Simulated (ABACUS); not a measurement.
Runs of ABACUS 3.10.1 on W. It takes space group Im-3m (No. 229, cubic). The conventional cell has a = 3.165 Å, b = 3.165 Å, c = 3.165 Å, α = 90.00°, β = 90.00°, γ = 90.00°. W (site symmetry m-3m) is surrounded by 8 W at 2.74 Å. 

| task | level | potentials or basis | cell | k mesh | cutoff (eV) | max steps of the relaxation | force threshold | optimiser | stress threshold | symmetry key | gap on the mesh (eV) | pressure (GPa) | relaxed volume (Å³/atom) |
| --- | --- | --- | --- | --- | --- | --- | --- | --- | --- | --- | --- | --- | --- |
| relaxation of cell and atoms | rSCAN | SG15 ONCV 1.2 PBE, plane waves | relaxed | 8 × 8 × 8 | 1170 | 60 | 0.005 eV/Å | cg | 0.5 kbar | 1 | none | 0.0 | 15.26 |
| relaxation of cell and atoms | HCTH407 | PseudoDojo NC SR 0.5 PBE standard, plane waves | relaxed | 10 × 10 × 10 | 1007 | 60 | 0.02 eV/Å | cg | 1 kbar | 1 | none | 0.0 | (a) |
| single point | rSCAN | SG15 ONCV 1.2 PBE, plane waves | as given | 8 × 8 × 8 | 1170 | - | - | - | - | 1 | none | -11.8 | - |
| single point | HCTH407 | PseudoDojo NC SR 0.5 PBE standard, plane waves | as given | 10 × 10 × 10 | 1007 | - | - | - | - | 1 | none | -6.5 | - |

Alike in all rows: no spin polarisation; smearing fermi-dirac 0.05 eV.

Task: Estimate the missing entries.

Result: (a) 15.52.

Caveats: the potentials were made for another functional, which shifts forces and pressure.

A k mesh can miss the band edges, and the runs leave out spin-orbit coupling on W.

A gap of «none» marks a metal or a gap under the smearing width.

The runs don't all hold the same shells in valence.

Runs at the PBE level aren't shown here.
